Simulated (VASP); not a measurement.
Wanted: the native input for a VASP 6.6.1 run.

```
Task                   : relaxation of cell and atoms
Functional             : PBEsol
Potentials or basis    : VASP PAW PBE potentials, release 64 (Ga_d, As)
Cutoff                 : 600 eV
k mesh                 : 10 × 10 × 10
Occupations            : gaussian, width 0.01 eV
Spin                   : no spin polarisation
Dipole correction      : no
Further INCAR settings : ALGO = Fast; EDIFF = 1e-06; IBRION = 2; EDIFFG = -0.005; NSW = 100; ISIF = 3
```

The structure of GaAs lies in POSCAR:

```
GaAs
1.0
    0.0000000000      2.8750910500      2.8750910500
    2.8750910500      0.0000000000      2.8750910500
    2.8750910500      2.8750910500      0.0000000000
Ga As
1 1
Direct
    0.0000000000      0.0000000000      0.0000000000
    0.7500000000      0.7500000000      0.7500000000
```

The cell is a database's computed one.

One way to write it, as run:

INCAR

```
ALGO = Fast
EDIFF = 1E-6
EDIFFG = -0.005
ENCUT = 600
GGA = PS
IBRION = 2
ISIF = 3
ISMEAR = 0
LASPH = True
LCHARG = False
LREAL = False
LWAVE = False
NELM = 100
NSW = 100
PREC = Accurate
SIGMA = 0.01
```

KPOINTS

```
k-points
0
Gamma
  10 10 10
```

Potentials or basis: VASP PAW PBE potentials, release 64 (Ga_d, As).

Launch:

```console
$ cat potpaw_PBE.64/Ga_d/POTCAR potpaw_PBE.64/As/POTCAR > POTCAR
$ mpirun -np 1 vasp_std > vasp.out
```

It gave:

```yaml
Relaxed_volume: 22.70 Å³/atom
Relaxed_cell: a = 4.004 Å, b = 4.004 Å, c = 4.004 Å, α = 60.00°, β = 60.00°, γ = 60.00°
Space_group_after_relaxing_to_0.05_Å: F-43m (No. 216)
Energy_gained_by_relaxing: 9.9 meV/atom
Ionic_steps: 3
Pressure_after_relaxing: 0.0 GPa
Band_gap_on_the_k_mesh: 0.42 eV, direct
```

Caveat: the PAW data sets were made with another functional, which shifts forces and pressure a little.

Wall time 73 s on 1 thread of Intel(R) Xeon(R) Platinum 8175M CPU @ 2.50GHz (Skylake/Cascade Lake), with other jobs on the host, peak memory 0.2 GiB.
